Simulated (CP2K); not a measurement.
Runs of CP2K 2026.2 on In. It takes space group I4/mmm (No. 139, tetragonal). Conventional cell: a = 3.251 Å, b = 3.251 Å, c = 4.947 Å, α = 90.00°, β = 90.00°, γ = 90.00°. Around In (site symmetry 4/mmm) lie 12 In at 3.25 to 3.38 Å. 

```tsv
task	level	potentials or basis	cell	k mesh	smearing	k points reduced by the point group	NGRIDS	potentials	EXTRAPOLATION	optimiser	gap on the mesh (eV)	pressure (GPa)
single point	LDA	GTH_POTENTIALS In GTH-PADE-q13; TZVP-MOLOPT-PBE-GTH basis	as given	11 × 11 × 11	gaussian 0.05 eV	yes	5	In GTH-PADE-q13 of GTH_POTENTIALS	-	-	none	(a)
single point	PBE	POTENTIAL_UZH In GTH-PBE-q13; TZVP-MOLOPT-PBE-GTH basis	as given	11 × 11 × 11	fermi-dirac 0.05 eV	yes	4	In GTH-PBE-q13 of POTENTIAL_UZH	-	-	none	2.3
relaxation of cell and atoms	PBEsol	POTENTIAL_UZH In GTH-PBE-q13; TZVP-MOLOPT-PBE-GTH basis	relaxed	9 × 9 × 9	fermi-dirac 0.01 eV	-	4	In GTH-PBE-q13 of POTENTIAL_UZH	USE_PREV_P	BFGS	none	0.0
single point	RPBE	POTENTIAL_UZH In GTH-PBE-q13; TZVP-MOLOPT-PBE-GTH basis	as given	11 × 11 × 11	gaussian 0.02 eV	yes	4	In GTH-PBE-q13 of POTENTIAL_UZH	-	-	none	3.7
single point	PBE	POTENTIAL_UZH In GTH-PBE-q13; TZVP-MOLOPT-PBE-GTH basis	as given	11 × 11 × 11	gaussian 0.05 eV	yes	5	In GTH-PBE-q13 of POTENTIAL_UZH	-	-	none	2.3
```

Alike in all rows: no spin polarisation.

Q: Estimate the missing entries.

A: (a) -2.3.

Caveats: the basis of atomic orbitals isn't converged, which shifts pressures, moduli and gaps; the potentials were made for another functional, which shifts forces and pressure (some runs).

A k mesh can miss the band edges, and the runs leave out spin-orbit coupling on In.

A gap of «none» marks a metal or a gap under the smearing width.

Not every run made on this cell is shown here.
